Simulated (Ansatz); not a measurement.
**A self-consistent single point of BeO (P6_3mc, 4 atoms in the cell) with Ansatz (a program for electronic structure)**

Computed with PBE (plane waves, PAW; Ansatz).

The input file:

Ansatz 0.2 input:
```yaml
# BeO
crystal:
  lattice:
    - [2.667337, 0.000000, 0.000000]
    - [-1.333669, 2.309982, 0.000000]
    - [0.000000, 0.000000, 4.332260]
  atoms:
    - { symbol: Be, position: [0.333333, 0.666667, 0.000160] }
    - { symbol: Be, position: [0.666667, 0.333333, 0.500160] }
    - { symbol: O, position: [0.333333, 0.666667, 0.377340] }
    - { symbol: O, position: [0.666667, 0.333333, 0.877340] }
kpoints:
  mp_grid: { grid: [7, 7, 4] }
hamiltonian:
  xc: pbe
  pseudopotentials: { kind: paw }
scf:
  occupations: { method: fixed }
output:
  forces: true
  eigenvalues: true
  stress: true
```

The program printed (abridged):

```
WARN the atoms were moved onto the symmetric positions of the space group found under crystal.symmetry.tolerance 1.0e-5 (fractional …
WARN basis.ecutwfc = 420 eV, the default
Pseudopotentials: kind: paw
Pseudopotential: Be, paw, valence charge 2
Pseudopotential: O, paw, valence charge 6
Crystal: 4 atoms, lattice volume = 26.693 Å³
Basis set: ecut = 420 eV, 537 PW (Γ), exchange–correlation on 36×36×60 points (8 copies of the dense FFT grid, shifted against one another)
Bands: 12, of which v1, the nominal top of the filled ones, is band 8 counted from 1 (7 counted from 0)
Symmetry: 12 space group operations
Space group: P63mc (ITA 186), of the structure as read, at distance tolerance 3.0e-5 Å
k-points: 24 of 196 (time reversal used)
Initial density: superposition of atomic densities (neutral atoms: chi_scale 0, normalization atom), corrected by the library's trained network
Initial wavefunctions: pseudopotential atomic-orbital guess
Eigensolver: davidson
Functional: x = pbe(κ = 0.804, μ = 0.2195149727645171), c = pbe(β = 0.06672455060314922)
SCF iter   1: F=—  HF=-1326.361355 eV  |F-HF|=—  |Δ(HF+E_count)|=         —  Δρ=7.37e-4  dr2=1.96e-5  ethr=1.77e-3  ⟨swp⟩=5.3  Hψ=1654  notcnv=0  defer=47
all-band conjugate gradients solve this SCF's bands
preconditioner: auto → none
SCF iter   2: F=—  HF=-1326.361853 eV  |F-HF|=—  |Δ(HF+E_count)|=   4.98e-4  Δρ=3.91e-4  dr2=7.79e-6  ethr=1.22e-7  ⟨swp⟩=2.2  Hψ=727  notcnv=0  defer=48
SCF iter   3: F=—  HF=-1326.362003 eV  |F-HF|=—  |Δ(HF+E_count)|=   1.50e-4  Δρ=2.81e-4  dr2=1.42e-5  ethr=4.87e-8  ⟨swp⟩=2.0  Hψ=527  notcnv=0  defer=48
SCF iter   4: F=—  HF=-1326.361999 eV  |F-HF|=—  |Δ(HF+E_count)|=   4.44e-6  Δρ=5.37e-5  dr2=4.88e-7  ethr=4.87e-8  ⟨swp⟩=2.2  Hψ=437  notcnv=0  defer=48
iter 5 did not close the SCF: its close was put off for the readings that it lacked (scf_convergence_deferred on its scf_iter line)
SCF iter   5: F=-1326.361999 eV  HF=-1326.361999 eV  |F-HF|=1.96e-8  |Δ(HF+E_count)|=   7.05e-8  Δρ=1.55e-5  dr2=3.91e-8  ethr=3.05e-9  ⟨swp⟩=2.3  Hψ=471  notcnv=0  defer=48
SCF iter   6: F=-1326.361999 eV  HF=-1326.361999 eV  |F-HF|=4.52e-10  |Δ(HF+E_count)|=   2.94e-9  Δρ=1.89e-6  dr2=6.39e-10  ethr=2.44e-10  ⟨swp⟩=5.2  Hψ=1459  notcnv=0
SCF 1 converged in 6 iterations: F = -1326.361999 eV  dr2 = 6.39e-10
SCF converged after 6 iterations
Free energy (F): -1326.361999 eV
Harris-Foulkes:  -1326.361999 eV  (|F-HF|=4.52e-10)
Internal energy: -1326.361999 eV  (E = F + TS)
E sigma→0 (E₀):  -1326.361999 eV
Fermi energy:    6.318969 eV
--- Per-component energies (eV) ---
  E_band       = -1.370379
  E_kinetic    = 402.071588
  E_local      = -667.146645  (includes V_loc(G=0)·N_el)
  E_nonlocal   = 105.979204
  E_hartree    = 233.738273
  E_xc         = -189.488614
  E_vxc        = -233.120554  (∫ρ·V_xc dr)
  E_paw        = -437.360263  (= ΣΔE_a)
  E_vpaw       = -76.636246  (= ΣTr[D̂ρ^β])
  E_aug_tail   = 0.005127  (compensation charges beyond the density's cutoff)
  E_ewald      = -774.160669
  E_smearing   = -0.000000  (= −TS)
  E_closure    = -0.000000  (closes the sum)
  Σ components = -1326.361999   (vs F -1326.361999, Δ=0.00e0)
--- Forces (eV/Å), atoms counted from 1 ---
  atom   1  Be    -0.00000000    -0.00000000    -0.02203579
  atom   2  Be     0.00000000     0.00000000    -0.02203579
  atom   3  O      0.00000000     0.00000000     0.02205098
  atom   4  O     -0.00000000    -0.00000000     0.02205098
  max |Σ_I F_I| component: 3.04e-5 eV/Å
--- Stress (GPa, compression-positive) ---
       11.301367      -0.000000       0.000000
       -0.000000      11.301367       0.000000
        0.000000       0.000000      11.539353
  P = ⅓ Tr σ = 11.3807 GPa (113.807 kbar)
  The stress holds the Pulay correction. Without it, at fixed plane waves, as pw.x and ABINIT print it: P = 10.4649 GPa
--- Band table (eV; the first three rows and the last of 24) ---
  k-point 0: bands = ["-12.5947", "-10.6902", "-0.1383", "5.2819", "5.2819", "6.2957", "6.2957", "6.3190", "14.3005", "18.3029", "20.8617", "20.8617"]
  k-point 1: bands = ["-12.3744", "-11.0499", "0.7302", "5.1784", "5.4231", "5.4231", "6.1394", "6.1394", "15.0630", "17.7967", "21.0216", "21.0216"]
  k-point 2: bands = ["-11.7775", "-11.7775", "2.8422", "2.8422", "5.7731", "5.7731", "5.7731", "5.7731", "16.5349", "16.5349", "21.2633", "21.2633"]
  k-point 23: bands = ["-10.3725", "-10.3725", "1.3545", "1.3545", "2.4109", "2.4109", "4.9568", "4.9568", "17.5142", "17.5142", "19.4017", "19.4017"]
```

The run converged in 6 iterations.

The starting cell comes from a database of computed structures (which also holds hypothetical and non-ambient phases and stackings), without a prior relaxation at this level. Its lattice was rescaled by a random factor within 2.5 % of one. With a pressure of about 11 GPa the cell is away from its equilibrium volume at this level. Ansatz's pressure includes its estimate of the finite-basis (Pulay) stress. Without the estimate this run gives 10.46 GPa.
